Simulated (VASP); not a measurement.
# CdTe (F-43m) in VASP: notebook

The runs below take CdTe through single point, with HSE06, r2SCANh, r2SCAN0.

Program: VASP 6.6.1. These are calculated values, not measurements. Logs are shortened: lines on timing, memory, paths and dates and some standing lists are left out, and cuts for length are marked.

**What was measured.**

A printed reference work, data compilation reports, for a bulk crystal of CdTe at 0 K: band gap 1.607 eV.

The runs below are set against these values where they give the same quantity.

**1. The cell of the first run**

It takes space group F-43m (No. 216, cubic). Conventional cell: a = 6.452 Å, b = 6.452 Å, c = 6.452 Å, α = 90.00°, β = 90.00°, γ = 90.00°. Within 3.7 Å of Te (site symmetry -43m) lie 4 Cd at 2.79 Å. Cd (site symmetry -43m) has 4 Te at 2.79 Å within 3.7 Å.

**2. Single point, HSE06**

Input file POSCAR:

```
CdTe
1.0
    0.0000000000      3.2262257841      3.2262257841
    3.2262257841      0.0000000000      3.2262257841
    3.2262257841      3.2262257841      0.0000000000
Te Cd
1 1
Direct
    0.7500000000      0.7500000000      0.7500000000
    0.0000000000      0.0000000000      0.0000000000
```

Input file INCAR.step1:

```
SYSTEM = CdTe
ALGO = Normal
EDIFF = 1E-5
ENCUT = 520
GGA = PE
ISIF = 2
ISMEAR = -1
LASPH = .TRUE.
LCHARG = .FALSE.
LREAL = .FALSE.
LWAVE = .TRUE.
NBANDS = 16
NELM = 100
PREC = Accurate
SIGMA = 0.05
```

Input file INCAR.step2:

```
SYSTEM = CdTe
ALGO = Normal
EDIFF = 1E-6
ENCUT = 520
GGA = PE
HFSCREEN = 0.2079
ISIF = 2
ISMEAR = -1
ISTART = 1
LASPH = .TRUE.
LCHARG = .FALSE.
LHFCALC = .TRUE.
LREAL = .FALSE.
LWAVE = .FALSE.
NBANDS = 16
NELM = 100
PREC = Accurate
PRECFOCK = Normal
SIGMA = 0.05
```

Input file KPOINTS:

```
k-points
0
G
  4 4 4
  0 0 0
```

Potentials or basis: VASP PAW PBE potentials, release 64 (Te, Cd).

Started as:

```sh
$ cat potpaw_PBE.64/Te/POTCAR potpaw_PBE.64/Cd/POTCAR > POTCAR
$ cp INCAR.step1 INCAR
$ mpirun -np 1 vasp_std > vasp.out
$ cp INCAR.step2 INCAR
$ mpirun -np 1 vasp_std > vasp.out
```

OUTCAR:

```text
SYSTEM = CdTe
   EDIFF = 1E-6
   ENCUT = 520
   GGA = PE
   HFSCREEN = 0.2079
   ISIF = 2
   ISMEAR = -1
   ISTART = 1
   LASPH = .TRUE.
   LHFCALC = .TRUE.
   LREAL = .FALSE.
   NELM = 100
   PREC = Accurate
   PRECFOCK = Normal

 ion  position               nearest neighbor table
   1  0.750  0.750  0.750-   2 2.79   2 2.79   2 2.79   2 2.79
   2  0.000  0.000  0.000-   1 2.79   1 2.79   1 2.79   1 2.79

  LATTYP: Found a face centered cubic cell.
 ALAT       =     6.4524515682

  Lattice vectors:

 A1 = (   0.0000000000,   3.2262257841,   3.2262257841)
 A2 = (   3.2262257841,   0.0000000000,   3.2262257841)
 A3 = (   3.2262257841,   3.2262257841,   0.0000000000)

Analysis of symmetry for initial positions (statically):
=====================================================================
 Subroutine PRICEL returns:
 Original cell was already a primitive cell.

 Routine SETGRP: Setting up the symmetry group for a
 face centered cubic supercell.

 Subroutine GETGRP returns: Found 24 space group operations
 (whereof 24 operations were pure point group operations)
 out of a pool of 48 trial point group operations.

The static configuration has the point symmetry T_d .

Analysis of symmetry for dynamics (positions and initial velocities):
=====================================================================
 Subroutine PRICEL returns:
 Original cell was already a primitive cell.

 Routine SETGRP: Setting up the symmetry group for a
 face centered cubic supercell.

 Subroutine GETGRP returns: Found 24 space group operations
 (whereof 24 operations were pure point group operations)
 out of a pool of 48 trial point group operations.

The dynamic configuration has the point symmetry T_d .

 Subroutine INISYM returns: Found 24 space group operations
 (whereof 24 operations are pure point group operations),
 and found     1 'primitive' translations

----------------------------------------------------------------------------------------

                                     Primitive cell

  volume of cell :      67.1606

  direct lattice vectors                    reciprocal lattice vectors
     0.000000000  3.226225784  3.226225784    -0.154979854  0.154979854  0.154979854
     3.226225784  0.000000000  3.226225784     0.154979854 -0.154979854  0.154979854
     3.226225784  3.226225784  0.000000000     0.154979854  0.154979854 -0.154979854

  length of vectors
     4.562572259  4.562572259  4.562572259     0.268432981  0.268432981  0.268432981

  position of ions in fractional coordinates (direct lattice)
     0.750000000  0.750000000  0.750000000
     0.000000000  0.000000000  0.000000000

  ion indices of the primitive-cell ions
   primitive index   ion index
                 1           1
                 2           2

----------------------------------------------------------------------------------------

 KPOINTS: k-points

Automatic generation of k-mesh.
 Grid dimensions read from file:
 generate k-points for:    4    4    4

 Generating k-lattice:

  Cartesian coordinates                     Fractional coordinates (reciprocal lattice)
    -0.038744963  0.038744963  0.038744963     0.250000000  0.000000000  0.000000000
     0.038744963 -0.038744963  0.038744963     0.000000000  0.250000000  0.000000000
     0.038744963  0.038744963 -0.038744963     0.000000000  0.000000000  0.250000000

  Length of vectors
     0.067108245  0.067108245  0.067108245

  Shift w.r.t. Gamma in fractional coordinates (k-lattice)
     0.000000000  0.000000000  0.000000000

 Subroutine IBZKPT returns following result:
 ===========================================

 Found      8 irreducible k-points:

 Following reciprocal coordinates:
            Coordinates               Weight
  0.000000  0.000000  0.000000      1.000000
  0.250000  0.000000  0.000000      8.000000
  0.500000  0.000000  0.000000      4.000000
  0.250000  0.250000  0.000000      6.000000
  0.500000  0.250000  0.000000     24.000000
 -0.250000  0.250000  0.000000     12.000000
  0.500000  0.500000  0.000000      3.000000
[... 46 lines left out ...]
      2      -7.6719      2.00000
      3      -7.6719      2.00000
      4      -7.6719      2.00000
      5      -7.3983      2.00000
      6      -7.3983      2.00000
[... 8 lines left out ...]
     15      12.3362      0.00000
     16      12.3362      0.00000

 k-point     2 :       0.2500    0.0000    0.0000
  band No.  band energies     occupation
      1     -10.0333      2.00000
      2      -7.6352      2.00000
      3      -7.6352      2.00000
      4      -7.4262      2.00000
      5      -7.3990      2.00000
      6      -7.3990      2.00000
[... 8 lines left out ...]
     15      11.3567      0.00000
     16      11.3567      0.00000

 k-point     3 :       0.5000    0.0000    0.0000
  band No.  band energies     occupation
      1      -9.8418      2.00000
      2      -7.6063      2.00000
      3      -7.6063      2.00000
      4      -7.3906      2.00000
      5      -7.3906      2.00000
      6      -6.9365      2.00000
[... 8 lines left out ...]
     15      13.4242      0.00000
     16      13.4242      0.00000

 k-point     4 :       0.2500    0.2500    0.0000
  band No.  band energies     occupation
      1      -9.9674      2.00000
      2      -7.5932      2.00000
      3      -7.5932      2.00000
      4      -7.4822      2.00000
      5      -7.3834      2.00000
      6      -7.3353      2.00000
[... 8 lines left out ...]
     15      12.9034      0.00000
     16      13.8492      0.00000

 k-point     5 :       0.5000    0.2500    0.0000
  band No.  band energies     occupation
      1      -9.7849      2.00000
      2      -7.5708      2.00000
      3      -7.5542      2.00000
      4      -7.4389      2.00000
      5      -7.3832      2.00000
      6      -6.8598      2.00000
[... 8 lines left out ...]
     15      13.6328      0.00000
     16      14.0922      0.00000

 k-point     6 :      -0.2500    0.2500    0.0000
  band No.  band energies     occupation
      1      -9.8429      2.00000
      2      -7.5905      2.00000
      3      -7.5868      2.00000
      4      -7.4066      2.00000
      5      -7.4051      2.00000
      6      -7.0204      2.00000
[... 8 lines left out ...]
     15      12.6760      0.00000
     16      14.2231      0.00000

 k-point     7 :       0.5000    0.5000    0.0000
  band No.  band energies     occupation
      1      -9.7287      2.00000
      2      -7.5060      2.00000
      3      -7.5060      2.00000
      4      -7.4987      2.00000
      5      -7.3685      2.00000
      6      -6.7444      2.00000
[... 8 lines left out ...]
     15      13.8905      0.00000
     16      14.6666      0.00000

 k-point     8 :      -0.2500    0.5000    0.2500
  band No.  band energies     occupation
      1      -9.7312      2.00000
      2      -7.5473      2.00000
      3      -7.5372      2.00000
      4      -7.4300      2.00000
      5      -7.3979      2.00000
      6      -6.6600      2.00000
[... 8 lines left out ...]
     15      14.3075      0.00000
     16      14.4222      0.00000

------------------------ aborting loop because EDIFF is reached ----------------------------------------

  FORCE on cell =-STRESS in cart. coord.  units (eV):
  Direction    XX          YY          ZZ          XY          YZ          ZX
  --------------------------------------------------------------------------------------
  -------------------------------------------------------------------------------------
  Total        1.0351460      1.0351460      1.0351460     -0.0000000     -0.0000000      0.0000000
  in kB       24.6943678     24.6943678     24.6943678     -0.0000000     -0.0000000      0.0000000
  external PRESSURE =      24.6943678 kB  Pullay stress =       0.0000000 kB

 VOLUME and BASIS-vectors are now :
 -----------------------------------------------------------------------------
  energy-cutoff  :      520.00
  volume of cell :       67.16
      direct lattice vectors                 reciprocal lattice vectors
     0.000000000  3.226225784  3.226225784    -0.154979854  0.154979854  0.154979854
     3.226225784  0.000000000  3.226225784     0.154979854 -0.154979854  0.154979854
     3.226225784  3.226225784  0.000000000     0.154979854  0.154979854 -0.154979854

 POSITION                                       TOTAL-FORCE (eV/Angst)
 -----------------------------------------------------------------------------------
      4.83934      4.83934      4.83934         0.000000     -0.000000     -0.000000
      0.00000      0.00000      0.00000        -0.000000      0.000000      0.000000
 -----------------------------------------------------------------------------------
    total drift:                               -0.000003     -0.000020     -0.000012

  FREE ENERGIE OF THE ION-ELECTRON SYSTEM (eV)
  ---------------------------------------------------
  free  energy   TOTEN  =        -5.9658892838 eV

  energy  without entropy=       -5.9658892742  energy(sigma->0) =       -5.96588928
```

It took 6.6 min on 1 thread of Intel Xeon 6975P-C (Granite Rapids), shared host; peak memory 0.31 GiB.

Results:

| Item | Value |
| --- | --- |
| Free energy | -5.9659 eV |
| Pressure | 2.5 GPa |
| Band gap on the k mesh | 1.61 eV |

Levels at points of the mesh, in eV from the valence-band top:
| k point | band 7 | band 8 | band 9 | band 10 | band 11 | band 12 |
| --- | --- | --- | --- | --- | --- | --- |
| (0.00, 0.00, 0.00) | 0.00 | 0.00 | 0.00 | 1.61 | 5.46 | 5.46 |
| (0.50, 0.00, 0.00) | -4.82 | -0.85 | -0.85 | 2.64 | 6.05 | 6.05 |
| (0.50, 0.50, 0.00) | -4.67 | -2.05 | -2.05 | 3.24 | 3.47 | 10.07 |

Caveat: the k points lie up to 0.42 Å⁻¹ apart; the PAW data sets were made with another functional, which shifts forces and pressure a little; spin-orbit coupling is left out, which moves the levels of the heavy elements.

**3. Single point, HSE06**

This run uses another cell than the first one, of 34.24 Å³/atom.

Input file POSCAR:

```
CdTe
1.0
    0.0000000000      3.2471758892      3.2471758892
    3.2471758892      0.0000000000      3.2471758892
    3.2471758892      3.2471758892      0.0000000000
Te Cd
1 1
Direct
    0.7500000000      0.7500000000      0.7500000000
    0.0000000000      0.0000000000      0.0000000000
```

Input file INCAR.step1:

```
ALGO = Normal ; EDIFF = 1E-5
ENCUT = 520 ; GGA = PE
ISIF = 2 ; ISMEAR = -1
LASPH = True ; LREAL = False
LWAVE = True ; NBANDS = 16
NELM = 60 ; PREC = Accurate
SIGMA = 0.05
```

Input file INCAR.step2:

```
ALGO = Normal ; EDIFF = 1E-6
ENCUT = 520 ; GGA = PE
HFSCREEN = 0.2079 ; ISIF = 2
ISMEAR = -1 ; ISTART = 1
LASPH = True ; LCHARG = True
LELF = True ; LHFCALC = True
LREAL = False ; LVHAR = True
LWAVE = False ; NBANDS = 16
NELM = 60 ; PREC = Accurate
PRECFOCK = Normal ; SIGMA = 0.05
```

Input file KPOINTS:

```
k-points
0
Gamma
  4 4 4
```

Potentials or basis: VASP PAW PBE potentials, release 64 (Te, Cd).

Started as:

```sh
$ cat potpaw_PBE.64/Te/POTCAR potpaw_PBE.64/Cd/POTCAR > POTCAR
$ cp INCAR.step1 INCAR
$ mpirun -np 1 vasp_std > vasp.out
$ cp INCAR.step2 INCAR
$ mpirun -np 1 vasp_std > vasp.out
```

Run time: 7.2 min. Hardware: 1 thread of Intel Xeon 6975P-C (Granite Rapids), shared host; peak memory 0.32 GiB.

Results (log left out):

```
Free energy            : -5.9826 eV
Pressure               : 1.5 GPa
Band gap on the k mesh : 1.54 eV
```

Levels at points of the mesh, in eV from the valence-band top:
```tsv
k point	band 6	band 7	band 8	band 9	band 10	band 11	band 12	band 13
(0.00, 0.00, 0.00)	-9.32	0.00	0.00	0.00	1.54	5.47	5.47	5.47
(0.50, 0.00, 0.00)	-8.88	-4.70	-0.82	-0.82	2.61	6.05	6.05	7.98
(0.50, 0.50, 0.00)	-8.69	-4.57	-1.98	-1.98	3.28	3.47	9.95	10.34
```

Caveat: the PAW data sets were made with another functional, which shifts forces and pressure a little; spin-orbit coupling is left out, which moves the levels of the heavy elements.

**4. Single point, HSE06**

This run uses another cell than the first one, of 34.90 Å³/atom.

Input file POSCAR:

```
CdTe
1.0
    0.0000000000      3.2678590959      3.2678590959
    3.2678590959      0.0000000000      3.2678590959
    3.2678590959      3.2678590959      0.0000000000
Te Cd
1 1
Direct
    0.7500000000      0.7500000000      0.7500000000
    0.0000000000      0.0000000000      0.0000000000
```

Input file INCAR.step1:

```
SYSTEM = CdTe
PREC = Accurate
ENCUT = 520
EDIFF = 1E-5
ISMEAR = -1
SIGMA = 0.05
LREAL = .FALSE.
LASPH = .TRUE.
NELM = 60
ALGO = Normal
ISIF = 2
LWAVE = .TRUE.
LCHARG = .FALSE.
NBANDS = 16
GGA = PE
```

Input file INCAR.step2:

```
SYSTEM = CdTe
PREC = Accurate
ENCUT = 520
EDIFF = 1E-6
ISMEAR = -1
SIGMA = 0.05
LREAL = .FALSE.
LASPH = .TRUE.
NELM = 60
ALGO = Normal
ISIF = 2
LWAVE = .FALSE.
LCHARG = .FALSE.
GGA = PE
LHFCALC = .TRUE.
HFSCREEN = 0.2079
PRECFOCK = Normal
NBANDS = 16
ISTART = 1
```

Input file KPOINTS:

```
Automatic mesh
0
G
  4 4 4
  0 0 0
```

Started as:

```sh
$ cat potpaw_PBE.64/Te/POTCAR potpaw_PBE.64/Cd/POTCAR > POTCAR
$ cp INCAR.step1 INCAR
$ mpirun -np 1 vasp_std > vasp.out
$ cp INCAR.step2 INCAR
$ mpirun -np 1 vasp_std > vasp.out
```

It took 7.6 min on 1 thread of Intel Xeon 6975P-C (Granite Rapids), shared host; peak memory 0.32 GiB.

It converged, with:

```
Free energy            : -5.9919 eV
Pressure               : 0.7 GPa
Band gap on the k mesh : 1.48 eV
```

Levels at points of the mesh, in eV from the valence-band top:
```tsv
k point	band 5	band 6	band 7	band 8	band 9	band 10	band 11	band 12	band 13	band 14
(0.00, 0.00, 0.00)	-9.28	-9.28	0.00	0.00	0.00	1.48	5.48	5.48	5.48	8.46
(0.50, 0.00, 0.00)	-9.27	-8.85	-4.58	-0.79	-0.79	2.59	6.06	6.06	7.96	9.65
(0.50, 0.50, 0.00)	-9.25	-8.67	-4.47	-1.91	-1.91	3.32	3.47	9.83	10.23	10.23
```

Caveat: the PAW data sets were made with another functional, which shifts forces and pressure a little; spin-orbit coupling is left out, which moves the levels of the heavy elements.

**5. Single point, r2SCANh**

This run uses another cell than the first one, of 32.92 Å³/atom.

Input file POSCAR:

```
CdTe
1.0
    0.0000000000      3.2050000000      3.2050000000
    3.2050000000      0.0000000000      3.2050000000
    3.2050000000      3.2050000000      0.0000000000
Te Cd
1 1
Direct
    0.7500000000      0.7500000000      0.7500000000
    0.0000000000      0.0000000000      0.0000000000
```

Input file INCAR.step1:

```
SYSTEM = CdTe
ISMEAR = 0
SIGMA = 0.03
LWAVE = .True.
LCHARG = .False.
ISIF = 2
PREC = Accurate
LASPH = .True.
LREAL = .False.
ALGO = Normal
EDIFF = 1E-5
NELM = 120
GGA_COMPAT = .False.
ENCUT = 360
EFERMI = MIDGAP
GGA = PE
NBANDS = 19
```

Input file INCAR.step2:

```
SYSTEM = CdTe
METAGGA = R2SCAN
LHFCALC = .True.
AEXX = 0.1
ISMEAR = 0
SIGMA = 0.03
LWAVE = .False.
LCHARG = .False.
ISIF = 2
PREC = Accurate
LASPH = .True.
LREAL = .False.
ALGO = Normal
EDIFF = 1E-6
NELM = 120
GGA_COMPAT = .False.
ENCUT = 360
EFERMI = MIDGAP
LMIXTAU = .True.
PRECFOCK = Normal
ISTART = 1
NBANDS = 19
HFRCUT = 0
```

Input file KPOINTS:

```
Automatic mesh
0
Gamma
  4 4 4
  0 0 0
```

Started as:

```sh
$ cat potpaw_PBE.64/Te/POTCAR potpaw_PBE.64/Cd/POTCAR > POTCAR
$ cp INCAR.step1 INCAR
$ mpirun -np 1 vasp_std > vasp.out
$ cp INCAR.step2 INCAR
$ mpirun -np 1 vasp_std > vasp.out
```

Run time: 3.1 min. Hardware: 1 thread of Intel Xeon 6975P-C (Granite Rapids), shared host; peak memory 0.17 GiB.

Results (log left out):

| Quantity | Value |
| --- | --- |
| Free energy | -43.1342 eV |
| Pressure | 2.9 GPa |
| Band gap on the k mesh | 1.89 eV |

Levels at points of the mesh, in eV from the valence-band top:
```csv
k point,band 7,band 8,band 9,band 10,band 11,band 12
"(0.00, 0.00, 0.00)",0.00,0.00,0.00,1.89,5.57,5.57
"(0.50, 0.00, 0.00)",-4.86,-0.87,-0.87,2.80,6.13,6.13
"(0.50, 0.50, 0.00)",-4.68,-2.10,-2.10,3.29,3.51,10.33
```

Caveat: the k points lie up to 0.42 Å⁻¹ apart; the PAW data sets were made with another functional, which shifts forces and pressure a little; spin-orbit coupling is left out, which moves the levels of the heavy elements.

**6. Single point, r2SCAN0**

This run uses another cell than the first one, of 32.92 Å³/atom.

POSCAR is that of step 5.

Input file INCAR.step1:

```
SYSTEM = CdTe
ALGO = Normal
EDIFF = 1E-5
ENCUT = 520
GGA = PE
ISIF = 2
ISMEAR = -1
LASPH = .True.
LREAL = .False.
LWAVE = .True.
NBANDS = 16
NELM = 60
PREC = Accurate
SIGMA = 0.05
```

Input file INCAR.step2:

```
SYSTEM = CdTe
AEXX = 0.25
ALGO = Normal
EDIFF = 1E-7
ENCUT = 520
ISIF = 2
ISMEAR = -1
ISTART = 1
LASPH = .True.
LCHARG = .True.
LELF = .True.
LHFCALC = .True.
LMIXTAU = .True.
LREAL = .False.
LVHAR = .True.
LWAVE = .False.
METAGGA = R2SCAN
NBANDS = 16
NELM = 60
PREC = Accurate
PRECFOCK = Normal
SIGMA = 0.05
```

Input file KPOINTS:

```
k-points
0
Gamma
  4 4 4
  0 0 0
```

Potentials or basis: VASP PAW PBE potentials, release 64 (Te, Cd).

Started as:

```sh
$ cat potpaw_PBE.64/Te/POTCAR potpaw_PBE.64/Cd/POTCAR > POTCAR
$ cp INCAR.step1 INCAR
$ mpirun -np 1 vasp_std > vasp.out
$ cp INCAR.step2 INCAR
$ mpirun -np 1 vasp_std > vasp.out
```

It took 9.3 min on 1 thread of Intel Xeon 6975P-C (Granite Rapids), shared host; peak memory 0.23 GiB.

The run converged. Its results:

```yaml
Free_energy: -38.1098 eV
Pressure: 2.8 GPa
Band_gap_on_the_k_mesh: 2.67 eV
```

Levels at points of the mesh, in eV from the valence-band top:
```
           k point  band 6  band 7  band 8  band 9  band 10  band 11  band 12  band 13
(0.00, 0.00, 0.00)   -9.66    0.00    0.00    0.00     2.67     6.46     6.46     6.46
(0.50, 0.00, 0.00)   -9.16   -5.07   -0.90   -0.90     3.63     7.02     7.02     8.89
(0.50, 0.50, 0.00)   -8.95   -4.87   -2.18   -2.18     4.05     4.37    11.34    11.75
```

Caveat: the k points lie up to 0.42 Å⁻¹ apart; the PAW data sets were made with another functional, which shifts forces and pressure a little; spin-orbit coupling is left out, which moves the levels of the heavy elements.

**7. Overview**

| level | cell | cutoff (eV) | smearing | dipole correction | share of exact exchange | screening parameter | tolerance level | purpose | gap on the mesh (eV) | pressure (GPa) |
| --- | --- | --- | --- | --- | --- | --- | --- | --- | --- | --- |
| HSE06 | a = 4.563 Å, angles 60.0°, 2 atoms | 520 | fermi-dirac 0.05 eV | no | 0.25 | 0.2079 1/Å | - | - | 1.61 | 2.5 |
| HSE06 | a = 4.592 Å, angles 60.0°, 2 atoms | 520 | fermi-dirac 0.05 eV | no | 0.25 | 0.2079 1/Å | - | - | 1.54 | 1.5 |
| HSE06 | a = 4.621 Å, angles 60.0°, 2 atoms | 520 | fermi-dirac 0.05 eV | no | 0.25 | 0.2079 1/Å | - | - | 1.48 | 0.7 |
| r2SCANh | a = 4.533 Å, angles 60.0°, 2 atoms | 360 | gaussian 0.03 eV | - | 0.1 | - | screening | levels | 1.89 | 2.9 |
| r2SCAN0 | a = 4.533 Å, angles 60.0°, 2 atoms | 520 | fermi-dirac 0.05 eV | no | 0.25 | - | - | - | 2.67 | 2.8 |

Alike in all rows: task single point; potentials or basis VASP PAW PBE potentials, release 64 (Te, Cd); no spin polarisation; k mesh 4 × 4 × 4.

Caveats: some runs use coarse meshes; the PAW data sets were made with another functional, which shifts forces and pressure a little; spin-orbit coupling is left out, which moves the levels of the heavy elements.

Absolute energies hang on the potentials; compare differences alone.

**8. Against experiment**

Step 4. A measured gap of CdTe is 1.607 eV (0 K; a printed reference work, data compilation); the calculated 1.48 eV misses it by -0.13 eV. Spin-orbit coupling on Cd, Te is left out. The value is that of HSE06, without temperature or zero-point motion.
